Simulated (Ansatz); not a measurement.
# NaH: the cost of one run

Program: Ansatz 0.2.0. Level of theory: DFT PBE, scalar-relativistic, plane waves, PAW. These are calculated values, not measurements.

**1. The starting structure**

Symmetry: P6_3/mmc, No. 194, hexagonal system. Conventional cell: a = 3.377 Å, b = 3.377 Å, c = 11.490 Å, α = 90.00°, β = 90.00°, γ = 120.00°. Around Na (site symmetry 3m) lie 6 H at 2.40 to 2.44 Å. H (site symmetry -3m) is surrounded by 6 Na at 2.40 Å. H (site symmetry -6m2) is surrounded by 6 Na at 2.44 Å.

As a file:

```
CELL_PARAMETERS angstrom
3.37675 0.00000 0.00000
-1.68837 2.92435 0.00000
0.00000 0.00000 11.48954
ATOMIC_POSITIONS crystal
Na 0.66667 0.33333 0.87808
Na 0.33333 0.66667 0.12192
Na 0.33333 0.66667 0.37808
Na 0.66667 0.33333 0.62192
H 0.00000 0.00000 0.00000
H 0.00000 0.00000 0.50000
H 0.66667 0.33333 0.25000
H 0.33333 0.66667 0.75000
```

The cell was relaxed beforehand at this level, from a generated guess; it needn't be the stable form of this composition. At a tolerance of 0.02 Å it has space group P6_3/mmc (No. 194); it has 14.18 Å³/atom, an uncorrected energy of -0.17 eV/atom over the elements and, on its mesh, gap 3.53 eV.

**2. Elastic constants, atoms relaxed**

The input, input.yaml:

```yaml
crystal:
  lattice:
    - [3.3782472877, 0.0, 0.0]
    - [-1.6891236438, 2.9256479714, 0.0]
    - [0.0, 0.0, 11.4910079414]
  atoms:
    - { symbol: Na, position: [0.6666666667, 0.3333333333, 0.878091873] }
    - { symbol: Na, position: [0.3333333333, 0.6666666667, 0.121908127] }
    - { symbol: Na, position: [0.3333333333, 0.6666666667, 0.378091873] }
    - { symbol: Na, position: [0.6666666667, 0.3333333333, 0.621908127] }
    - { symbol: H, position: [0.0, 0.0, 0.0] }
    - { symbol: H, position: [0.0, 0.0, 0.5] }
    - { symbol: H, position: [0.6666666667, 0.3333333333, 0.25] }
    - { symbol: H, position: [0.3333333333, 0.6666666667, 0.75] }
basis:
  ecutwfc: 420
kpoints:
  mp_grid: { grid: [12, 12, 2] }
hamiltonian:
  xc: pbe
scf:
  occupations: { method: fixed }
output:
  forces: true
  stress: true
  eigenvalues: true
elastic:
  mode: relaxed_ion
  stencil: two_point
```

The run is started by

```sh
$ ansatz run input.yaml --threads 1 --pin off --max-ram 2560MiB --backend cpu --events-out ev --progress --plain --runs-dir out
```

What time and memory should one allow on 1 thread of Arm Neoverse V1, shared host?

About 3.5 min, with a peak of 0.51 GiB.
